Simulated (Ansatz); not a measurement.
Crystal: Bi2Te2Se.

```
Bi Te Se
1.0
     2.16097    1.24764   10.58557
    -2.16097    1.24764   10.58557
     0.00000   -2.49527   10.58557
Bi Te Se
2 2 1
Direct
  0.39172 0.39172 0.39172
  0.60828 0.60828 0.60828
  0.78040 0.78040 0.78040
  0.21960 0.21960 0.21960
  0.00000 0.00000 0.00000
```

The cell is a database's computed one.

Base run:

```yaml
Program: Ansatz 0.2.0
Functional: r2SCAN
Potentials_or_basis: Ansatz PAW
Cutoff: 500 eV
Density_cutoff: 2000 eV
k_mesh: 7 × 7 × 7
Occupations: fermi-dirac, width 0.05 eV
Spin: no spin polarisation
```

Its results: band gap on the k mesh 0.73 eV, direct; largest force 0.056 eV/Å.

Question: The run is repeated on the same cell with these changes: functional from r2SCAN to PBE0; cutoff from 500 eV to 420 eV; density cutoff from 2000 eV to 1680 eV; k mesh from 7 × 7 × 7 to 4 × 4 × 4. What comes out?

Answer: Band gap on the k mesh 1.44 eV, direct; largest force 0.243 eV/Å.

Several settings changed at once, so the effect can't be laid on one alone.

Caveats: some runs use coarse meshes; spin-orbit coupling is left out, which as a rule narrows the gap of such compounds by several tenths of an eV; the PAW data sets come from PBE, with cores solved anew for the run's functional, which leaves a small shift of forces and pressure.

Not every run made on this cell is shown here.
